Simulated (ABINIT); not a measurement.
# Ag (P-1) in ABINIT: convergence with k mesh

Aim: find how far k mesh must go before the results for Ag settle, at PBE. This setting moves, with any that are tied to it; all else stays.

All numbers are computed with ABINIT 10.8.3 (patched build); they aren't measurements. Logs are shortened: lines on timing, memory, paths and dates and some standing lists are left out, and cuts for length are marked. The log counts tension as positive stress, the text compression.

## 1. The cell of the first run

The typed cell holds 2 atoms: a = 2.930 Å, b = 2.930 Å, c = 4.790 Å, α = 90.00°, β = 90.00°, γ = 120.00°.

This isn't the form of Ag at room conditions, which is fcc.

The cell isn't the ideal one: atoms moved at random, drawn with an rms of 0.05 Å.

## 2. With k mesh 2 × 2 × 1

File run.abi:

```
pp_dirpath "./"
pseudos "Ag.GGA_PBE-JTH.xml"

acell 3*1.0
rprim
     5.5368975452     0.0000000000     0.0000000000
    -2.7684487726     4.7950939323     0.0000000000
     0.0000000000     0.0000000000     9.0517881370
ntypat 1
znucl 47
natom 2
typat 1 1
xred
     0.6848270000     0.3500780000     0.7468890000
     0.3379130000     0.6726650000     0.2505680000
chkprim 0
chksymtnons 0
tolsym 1.0e-6

ecut 17.0
pawecutdg 34.0
pawxcdev 0

kptopt 1
ngkpt 2 2 1
nshiftk 1
shiftk 0.0 0.0 0.0

ixc 11

nband 15
occopt 3
tsmear 0.00183747

nstep 100
tolvrs 1.0e-9

iomode 3
prtwf 0
prtden 0
prteig 0
prtebands 0
enunit 1
```

Potentials or basis: JTH PAW PBE v2.0.

Launch:

```sh
$ abinit run.abi > log 2>&1
```

run.abo:

```text
.Version 10.8.3 of ABINIT
 Symmetries : space group P-1 (#  2); Bravais aP (primitive triclinic)
================================================================================
 Values of the parameters that define the memory need of the present run
     intxc =       0    ionmov =       0      iscf =      17    lmnmax =      18
     lnmax =       6     mgfft =      36  mpssoang =       3    mqgrid =    3001
     natom =       2  nloc_mem =       2    nspden =       1   nspinor =       1
    nsppol =       1      nsym =       2    n1xccc =       1    ntypat =       1
    occopt =       3   xclevel =       2
       mpw =         407          nfft =       20736          nkpt =           4
 PAW method is used; the additional fine FFT grid is defined by:
   mgfftf=        48    nfftf =     43200
================================================================================
================================================================================

--------------------------------------------------------------------------------
------------- Echo of variables that govern the present computation ------------
--------------------------------------------------------------------------------
 -outvars: echo values of preprocessed input variables --------
            acell      1.0000000000E+00  1.0000000000E+00  1.0000000000E+00 Bohr
              amu      1.07868200E+02
          chkprim           0
      chksymtnons           0
             ecut      1.70000000E+01 Hartree
           enunit           1
              ixc          11
         kptrlatt        2    0    0      0    2    0      0    0    1
          kptrlen      9.05178814E+00
            natom           2
            nband          15
            ngfft          24      24      36
          ngfftdg          30      30      48
             nkpt           4
            nstep         100
             nsym           2
           ntypat           1
           occopt           3
        pawecutdg      3.40000000E+01 Hartree
         pawxcdev           0
           prtden           0
        prtebands           0
           prteig           0
            prtwf           0
            rprim      5.5368975452E+00  0.0000000000E+00  0.0000000000E+00
                      -2.7684487726E+00  4.7950939323E+00  0.0000000000E+00
                       0.0000000000E+00  0.0000000000E+00  9.0517881370E+00
          spgroup           2
           tolsym      1.00000000E-06
           tolvrs      1.00000000E-09
           tsmear      1.83747000E-03 Hartree
            typat      1  1
           useylm           1
           xangst      1.4936788390E+00  8.8830697243E-01  3.5775983076E+00
                       4.6308649969E-03  1.7068567851E+00  1.2002207192E+00
            xcart      2.8226439258E+00  1.6786568936E+00  6.7606809899E+00
                       8.7510665702E-03  3.2254918600E+00  2.2680884499E+00
             xred      6.8482700000E-01  3.5007800000E-01  7.4688900000E-01
                       3.3791300000E-01  6.7266500000E-01  2.5056800000E-01
            znucl       47.00000

================================================================================
[... 108 lines left out ...]

 ----iterations are completed or convergence reached----

 Mean square residual over all n,k,spin=   74.661E-09; max=  44.796E-07
 reduced coordinates (array xred) for    2 atoms
       0.684827000000      0.350078000000      0.746889000000
       0.337913000000      0.672665000000      0.250568000000
 rms dE/dt=  1.5775E-02; max dE/dt=  2.2657E-02; dE/dt below (all hartree)
    1      -0.014236282799     -0.005525478948     -0.022656942264
    2       0.014236282799      0.005525478948      0.022656942264

 cartesian coordinates (angstrom) at end:
    1      1.49367883899921     0.88830697243249     3.57759830758974
    2      0.00463086499690     1.70685678509161     1.20022071919140

 cartesian forces (hartree/bohr) at end:
    1      0.00257116601544     0.00263678262108     0.00250303497177
    2     -0.00257116601544    -0.00263678262108    -0.00250303497177
 frms,max,avg= 2.5709078E-03 2.6367826E-03   0.000E+00  0.000E+00  0.000E+00 h/b

 cartesian forces (eV/Angstrom) at end:
    1      0.13221467242870     0.13558881395361     0.12871123330108
    2     -0.13221467242870    -0.13558881395361    -0.12871123330108
 frms,max,avg= 1.3220140E-01 1.3558881E-01   0.000E+00  0.000E+00  0.000E+00 e/A
 length scales=  1.000000000000  1.000000000000  1.000000000000 bohr
              =  0.529177210544  0.529177210544  0.529177210544 angstroms
 Fermi (or HOMO) energy (eV) =   3.55452   Average Vxc (eV)= -12.08390
 Eigenvalues (   eV  ) for nkpt=   4  k points:
 kpt#   1, nband= 15, wtk=  0.25000, kpt=  0.0000  0.0000  0.0000 (reduced coord)
  -4.02769   -2.78345   -1.30035   -1.21764   -1.20598   -1.00797   -0.98590   -0.67738
  -0.56728    0.28374    0.33145    3.17783    6.75889   19.39838   21.32528
 prteigrs : prtvol=0 or 1, do not print more k-points.

--- !EnergyTerms
iteration_state     : {dtset: 1, }
comment             : Components of total free energy in Hartree
kinetic             :  2.02080207755337E+01
hartree             :  1.25579117845753E+01
xc                  : -2.44386929257037E+01
Ewald energy        : -7.08154694785912E+01
psp_core            :  7.40378148209910E+00
local_psp           : -3.20648661705461E+01
PAW spherical_terms :  1.08007426128679E+01
internal            : -7.63485719197651E+01
'-kT*entropy'       : -1.66062442676682E-03
total_energy        : -7.63502325441919E+01
total_energy_eV     : -2.07759566773047E+03
...

--- !EnergyTermsDC
iteration_state     : {dtset: 1, }
comment             : '"Double-counting" decomposition of free energy'
band_energy         : -5.69534227056117E-01
Ewald energy        : -7.08154694785912E+01
psp_core            :  7.40378148209910E+00
xc_dc               : -2.93329180705369E+01
PAW spherical_terms :  1.69655680901922E+01
internal            : -7.63485722038930E+01
'-kT*entropy'       : -1.66062442676682E-03
total_energy_dc     : -7.63502328283198E+01
total_energy_dc_eV  : -2.07759567546199E+03
...

--- !EnergyTermsWithPAWCore
iteration_state     : {dtset: 1, }
comment             : 'Components of total free energy, including PAW core contributions'
Total energy        : -1.06321769386647E+04
Total energy DC     : -1.06321769389488E+04
Total energy (eV)   : -2.89316273313617E+05
Total energy DC (eV): -2.89316273321349E+05
...

 Cartesian components of stress tensor (hartree/bohr^3)
  sigma(1 1)= -2.89819810E-04  sigma(3 2)=  4.24076545E-07
  sigma(2 2)= -4.22749299E-04  sigma(3 1)=  3.86822514E-07
  sigma(3 3)=  3.08133983E-05  sigma(2 1)=  6.51113005E-05

-Cartesian components of stress tensor (GPa)         [Pressure=  6.6860E+00 GPa]
- sigma(1 1)= -8.52679319E+00  sigma(3 2)=  1.24767627E-02
- sigma(2 2)= -1.24377138E+01  sigma(3 1)=  1.13807113E-02
- sigma(3 3)=  9.06561476E-01  sigma(2 1)=  1.91564060E+00

== END DATASET(S) ==============================================================
================================================================================

 -outvars: echo values of variables after computation  --------
            acell      1.0000000000E+00  1.0000000000E+00  1.0000000000E+00 Bohr
           etotal     -7.6350232828E+01
            fcart      2.5711660154E-03  2.6367826211E-03  2.5030349718E-03
                      -2.5711660154E-03 -2.6367826211E-03 -2.5030349718E-03
            rprim      5.5368975452E+00  0.0000000000E+00  0.0000000000E+00
                      -2.7684487726E+00  4.7950939323E+00  0.0000000000E+00
                       0.0000000000E+00  0.0000000000E+00  9.0517881370E+00
           strten     -2.8981980983E-04 -4.2274929941E-04  3.0813398272E-05
                       4.2407654525E-07  3.8682251383E-07  6.5111300515E-05
           xangst      1.4936788390E+00  8.8830697243E-01  3.5775983076E+00
                       4.6308649969E-03  1.7068567851E+00  1.2002207192E+00
             xred      6.8482700000E-01  3.5007800000E-01  7.4688900000E-01
                       3.3791300000E-01  6.7266500000E-01  2.5056800000E-01
 Calculation completed.
```

Wall time 3.7 s (1 thread of Arm Neoverse V1, shared host); peak memory 0.09 GiB.

Results:

```yaml
Free_energy: -2077.5957 eV
Pressure: 6.7 GPa
Largest_force: 0.229 eV/Å
Band_gap_on_the_k_mesh: none (metal or under the smearing width)
Valence_electrons_inside_the_program's_atomic_spheres: Ag 9.74 (radii [1.331] Å)
```

## 3. With k mesh 3 × 3 × 2

Edit run.abi of step 2 so:

```diff
@@ -24,3 +24,3 @@
 kptopt 1
-ngkpt 2 2 1
+ngkpt 3 3 2
 nshiftk 1
```

Potentials or basis: JTH PAW PBE v2.0.

Launch:

```sh
$ abinit run.abi > log 2>&1
```

Wall time 5.7 s (1 thread of Arm Neoverse V1, shared host); peak memory 0.1 GiB.

It converged, with:

* Free energy: -2080.2808 eV
* Pressure: -0.4 GPa
* Largest force: 0.031 eV/Å
* Band gap on the k mesh: none (metal or under the smearing width)
* Valence electrons inside the program's atomic spheres: Ag 9.78 (radii [1.331] Å)

## 4. With k mesh 4 × 4 × 3

Edit run.abi of step 3 so:

```diff
@@ -24,3 +24,3 @@
 kptopt 1
-ngkpt 3 3 2
+ngkpt 4 4 3
 nshiftk 1
```

Launch:

```sh
$ abinit run.abi > log 2>&1
```

Wall time 10 s (1 thread of Arm Neoverse V1, shared host); peak memory 0.1 GiB.

The run converged. Its results:

- Free energy: -2079.8013 eV
- Pressure: 2.6 GPa
- Largest force: 0.098 eV/Å
- Band gap on the k mesh: none (metal or under the smearing width)
- Valence electrons inside the program's atomic spheres: Ag 9.78 (radii [1.331] Å)

## 5. With k mesh 6 × 6 × 4

Edit run.abi of step 4 so:

```diff
@@ -24,3 +24,3 @@
 kptopt 1
-ngkpt 4 4 3
+ngkpt 6 6 4
 nshiftk 1
```

Launch:

```sh
$ abinit run.abi > log 2>&1
```

Run time: 24 s. Hardware: 1 thread of Arm Neoverse V1, shared host; peak memory 0.12 GiB.

It converged, with:

- Free energy: -2080.0271 eV
- Pressure: 1.1 GPa
- Largest force: 0.098 eV/Å
- Band gap on the k mesh: none (metal or under the smearing width)
- Valence electrons inside the program's atomic spheres: Ag 9.78 (radii [1.331] Å)

## 6. With k mesh 8 × 8 × 4

Edit run.abi of step 5 so:

```diff
@@ -24,3 +24,3 @@
 kptopt 1
-ngkpt 6 6 4
+ngkpt 8 8 4
 nshiftk 1
```

Potentials or basis: JTH PAW PBE v2.0.

Launch:

```sh
$ abinit run.abi > log 2>&1
```

Run time: 36 s. Hardware: 1 thread of Arm Neoverse V1, shared host; peak memory 0.15 GiB.

It converged, with:

```yaml
Free_energy: -2080.0423 eV
Pressure: 0.8 GPa
Largest_force: 0.098 eV/Å
Band_gap_on_the_k_mesh: none (metal or under the smearing width)
Valence_electrons_inside_the_program's_atomic_spheres: Ag 9.78 (radii [1.331] Å)
```

## 7. With k mesh 9 × 9 × 5

Edit run.abi of step 6 so:

```diff
@@ -24,3 +24,3 @@
 kptopt 1
-ngkpt 8 8 4
+ngkpt 9 9 5
 nshiftk 1
```

Launch:

```sh
$ abinit run.abi > log 2>&1
```

Wall time 61 s (1 thread of Arm Neoverse V1, shared host); peak memory 0.18 GiB.

The run converged. Its results:

```
Free energy                                           : -2080.1042 eV
Pressure                                              : 0.1 GPa
Largest force                                         : 0.096 eV/Å
Band gap on the k mesh                                : none (metal or under the smearing width)
Valence electrons inside the program's atomic spheres : Ag 9.77, 9.78 (radii [1.331] Å)
```

## 8. With k mesh 10 × 10 × 6

Edit run.abi of step 7 so:

```diff
@@ -24,3 +24,3 @@
 kptopt 1
-ngkpt 9 9 5
+ngkpt 10 10 6
 nshiftk 1
```

Launch:

```sh
$ abinit run.abi > log 2>&1
```

Wall time 89 s (1 thread of Arm Neoverse V1, shared host); peak memory 0.22 GiB.

Results (log left out):

```yaml
Free_energy: -2080.0571 eV
Pressure: 0.7 GPa
Largest_force: 0.097 eV/Å
Band_gap_on_the_k_mesh: none (metal or under the smearing width)
Valence_electrons_inside_the_program's_atomic_spheres: Ag 9.78 (radii [1.331] Å)
```

## 9. With k mesh 12 × 12 × 8

Edit run.abi of step 8 so:

```diff
@@ -24,3 +24,3 @@
 kptopt 1
-ngkpt 10 10 6
+ngkpt 12 12 8
 nshiftk 1
```

Potentials or basis: JTH PAW PBE v2.0.

Launch:

```sh
$ abinit run.abi > log 2>&1
```

It took 2.8 min on 1 thread of Arm Neoverse V1, shared host; peak memory 0.33 GiB.

The run converged. Its results:

| Quantity | Value |
| --- | --- |
| Free energy | -2080.0640 eV |
| Pressure | 0.6 GPa |
| Largest force | 0.095 eV/Å |
| Band gap on the k mesh | none (metal or under the smearing width) |
| Valence electrons inside the program's atomic spheres | Ag 9.78 (radii [1.331] Å) |

## 10. With k mesh 15 × 15 × 9

Edit run.abi of step 9 so:

```diff
@@ -24,3 +24,3 @@
 kptopt 1
-ngkpt 12 12 8
+ngkpt 15 15 9
 nshiftk 1
```

Launch:

```sh
$ abinit run.abi > log 2>&1
```

Wall time 4.9 min (1 thread of Arm Neoverse V1, shared host); peak memory 0.51 GiB.

It converged, with:

```yaml
Free_energy: -2080.0658 eV
Pressure: 0.3 GPa
Largest_force: 0.096 eV/Å
Band_gap_on_the_k_mesh: none (metal or under the smearing width)
Valence_electrons_inside_the_program's_atomic_spheres: Ag 9.77, 9.78 (radii [1.331] Å)
```

## 11. The series at a glance

```csv
k mesh,"energy less the tightest run, at zero smearing (meV/atom)",pressure (GPa),largest force (eV/Å),SCF cycles,CPU time (s),peak memory (GiB)
2 × 2 × 1,1245.20,6.69,0.229,9,3.7,0.09
3 × 3 × 2,-99.47,-0.37,0.031,9,5.7,0.1
4 × 4 × 3,136.06,2.62,0.098,9,10,0.1
6 × 6 × 4,19.49,1.10,0.098,9,24,0.12
8 × 8 × 4,12.77,0.82,0.098,8,36,0.15
9 × 9 × 5,-20.06,0.10,0.096,9,61,0.18
10 × 10 × 6,4.56,0.68,0.097,9,89,0.22
12 × 12 × 8,0.70,0.62,0.095,9,170,0.33
15 × 15 × 9,0.00,0.35,0.096,9,290,0.51
```

Against the tightest run, the energy stays within 1 meV/atom from 12 × 12 × 8 on; the largest force stays within 0.005 eV/Å from 4 × 4 × 3 on. Not settled before the last step: the pressure (to 0.1 GPa). Meshes of other sizes hit other points, so gaps and Fermi surfaces needn't settle smoothly. The tightest run that finished is the yardstick and may itself not be fully converged.
